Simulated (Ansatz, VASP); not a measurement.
Ge in VASP and in Ansatz

```
Ge
1.0
     2.69228    0.00000    0.00000
     0.00000    2.69228    0.00000
     0.00000    0.00000    2.69228
Ge
1
Direct
  0.00000 0.00000 0.00000
```

The cell was built by a generator and needn't be a form met in nature.

Alike in both runs: task single point; functional PBE; k mesh 10 × 10 × 10; occupations fermi-dirac, width 0.05 eV; no spin polarisation.

|  | VASP | Ansatz |
| --- | --- | --- |
| version | VASP 6.6.1 | Ansatz 0.2.0 |
| potentials or method | VASP PAW PBE potentials, release 64 (Ge_d) | Ansatz PAW soft_1 |
| plane-wave cutoff (eV) | 520 | 420 |
| valence electrons in the cell | 14 | 14 |

```csv
,VASP,Ansatz,Ansatz less VASP
gap on the k mesh at the Fermi level (eV),none,none,-
pressure (GPa),0.8,1.0,+0.12
```

A gap of «none» marks a metal or a gap that the smearing closes. With one functional, cell and mesh, what is left measures potentials, basis and numerics.
